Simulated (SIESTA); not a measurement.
Crystal: Sn.

```
Sn
1.0
    -2.02919    2.02919    1.66076
     2.02919   -2.02919    1.66076
     2.02919    2.02919   -1.66076
Sn
1
Direct
  0.00000 0.00000 0.00000
```

This isn't the form of Sn at room conditions, which is tetragonal (white tin).

Base run:

```yaml
Program: SIESTA 5.4.2
Functional: PBEsol
Potentials_or_basis: PseudoDojo 0.4 standard (PBEsol files)
Basis: SZ (energy shift 0.003 Ry)
Grid_cutoff: 500 Ry
Energy_shift: 0.003 Ry
k_mesh: 10 × 10 × 10
Occupations: fermi-dirac, width 0.05 eV
Spin: no spin polarisation
```

Its results: band gap on the k mesh none (metal or under the smearing width); pressure 4.3 GPa.

Q: The run is repeated on the same cell with these changes: basis from SZ (energy shift 0.003 Ry) to SZP (energy shift 0.003 Ry). What comes out?

A: Band gap on the k mesh none (metal or under the smearing width); pressure 0.0 GPa.

Caveats: spin-orbit coupling is left out, which moves the levels of the heavy elements; the basis of atomic orbitals isn't converged, which shifts pressures, moduli and gaps; the basis has no polarisation orbitals (some runs).
